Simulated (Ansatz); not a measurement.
Gd: single point with PBEsol

Gd:

```xyz
2
Lattice="3.6360 0.0000 0.0000 -1.8180 3.1489 0.0000 0.0000 0.0000 5.7826" Properties=species:S:1:pos:R:3 pbc="T T T"
Gd    1.7883    1.1100    4.3639
Gd    0.0070    2.0628    1.4672
```

The cell isn't the ideal one: atoms moved at random, drawn with an rms of 0.05 Å.

| Property | Result |
| --- | --- |
| Program | Ansatz 0.2.0 |
| Task | single point |
| Functional | PBEsol |
| Potentials or basis | all-electron LAPW, scalar-relativistic |
| Cutoff | 161 eV (chosen from the basis error) |
| Basis error allowed | 0.001 eV/atom |
| k mesh | 8 × 8 × 5 |
| Occupations | fermi-dirac, width 0.05 eV |
| Spin | collinear spin, ferromagnetic start |
| Starting moments | [7.0, 7.0] μB |

```json
{
 "Pressure": "-1.8 GPa",
 "Largest force": "0.094 eV/Å",
 "Band gap on the k mesh": "none (metal or under the smearing width)",
 "Net moment": "15.22 μB per cell",
 "Absolute moment": "15.22 μB per cell",
 "Site moments": "Gd +7.43 μB"
}
```

Forces on the atoms (eV/Å):
```
Gd   0.035 -0.086 -0.012
Gd  -0.035  0.086  0.012
```

Stress tensor (GPa, compression positive):
```
-1.54 -0.12  0.00
-0.12 -2.17  0.01
 0.00  0.01 -1.57
```

Levels at points of the mesh, in eV from the Fermi level:
Spin up:
```csv
k point,band 33,band 34,band 35,band 36,band 37,band 38,band 39,band 40
"(0.00, 0.00, 0.00)",-4.58,-2.47,1.07,1.27,1.37,1.43,1.91,2.03
"(0.00, -0.50, 0.00)",-2.22,-1.76,-1.42,-0.02,1.00,1.37,1.84,5.16
"(-0.50, 0.00, 0.00)",-2.12,-1.74,-1.28,-0.08,1.04,1.09,1.72,5.08
"(-0.50, -0.50, 0.00)",-2.06,-1.74,-1.20,-0.12,0.89,1.09,1.68,5.05
```
Spin down:
```csv
k point,band 18,band 19,band 20,band 21,band 22,band 23
"(0.00, 0.00, 0.00)",-19.82,-4.17,-1.47,0.32,0.35,0.40
"(0.00, -0.50, 0.00)",-19.93,-1.19,-0.89,-0.68,0.34,0.41
"(-0.50, 0.00, 0.00)",-19.93,-1.09,-0.89,-0.53,0.35,0.41
"(-0.50, -0.50, 0.00)",-19.93,-1.03,-0.90,-0.45,0.36,0.41
```

Wall time 22 s on 2 threads of AMD EPYC 9R45 96-Core Processor (Zen 5), with other jobs on the host, peak memory 1 GiB.

Caveat: an open f shell can end in a state above the lowest; spin-orbit coupling is left out, which moves the levels of the heavy elements. The state reached can hang on the start; a lower one may exist.
